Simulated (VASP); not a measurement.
Here is a VASP 6.6.1 calculation.

File INCAR:

```
ALGO = Fast
EDIFF = 1E-6
ENCUT = 520
GGA = PE
ISIF = 2
ISMEAR = 0
LASPH = True
LCHARG = True
LELF = True
LREAL = False
LVHAR = True
LWAVE = False
NBANDS = 16
NELM = 100
PREC = Accurate
SIGMA = 0.1
```

KPOINTS

```
k-points
0
Gamma
  6 6 6
```

POSCAR

```
CdS
1.0
    0.0000000000      2.9601810180      2.9601810180
    2.9601810180      0.0000000000      2.9601810180
    2.9601810180      2.9601810180      0.0000000000
Cd S
1 1
Direct
    0.0000000000      0.0000000000      0.0000000000
    0.7500000000      0.7500000000      0.7500000000
```

Potentials or basis: VASP PAW PBE potentials, release 64 (Cd, S).

The run is started by

```sh
$ cat potpaw_PBE.64/Cd/POTCAR potpaw_PBE.64/S/POTCAR > POTCAR
$ mpirun -np 1 vasp_std > vasp.out
```

Q: Estimate the band gap on the k mesh.

A: 1.05 eV, direct.

Q: Estimate the pressure.

A: 0.5 GPa.

Expect the measured gap to be larger: semilocal functionals such as PBE lack the derivative discontinuity.
